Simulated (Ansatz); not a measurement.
Here is an Ansatz 0.2.0 calculation.

Contents of input.yaml:

```yaml
crystal:
  lattice:
    - [-1.4844496776, 1.4844496776, 1.4844496776]
    - [1.4844496776, -1.4844496776, 1.4844496776]
    - [1.4844496776, 1.4844496776, -1.4844496776]
  atoms:
    - { symbol: Cr, position: [0.0, 0.0, 0.0] }
hamiltonian:
  xc: pbesol
  pseudopotentials: { kind: paw }
kpoints:
  mp_grid: { grid: [12, 12, 12] }
scf:
  occupations: { method: fermi_dirac, width: 0.05 }
output:
  forces: true
  stress: true
  eigenvalues: true
  write_density: true
  write_potential: true
  elf: true
  volumetric_format: npy
```

Potentials or basis: Ansatz PAW.

The run is started by

```console
$ ansatz run input.yaml --threads 2 --pin off --max-ram 5632MiB --backend cpu --events-out ev --progress --plain --runs-dir out
```

Q: What does it give for the pressure?

A: -32.2 GPa.

Q: Predict the band gap on the k mesh.

A: None (metal or under the smearing width).

Caveat: a pressure of tens of GPa on the cell as given is suspect, and the run, the potentials or the cell itself is likely at fault; the run has no spin polarisation, though such a crystal can be magnetic; the PAW data sets come from PBE, with cores solved anew for the run's functional, which leaves a small shift of forces and pressure. Spin polarisation is off, so any magnetic state and its effect on volume and gap are missing.
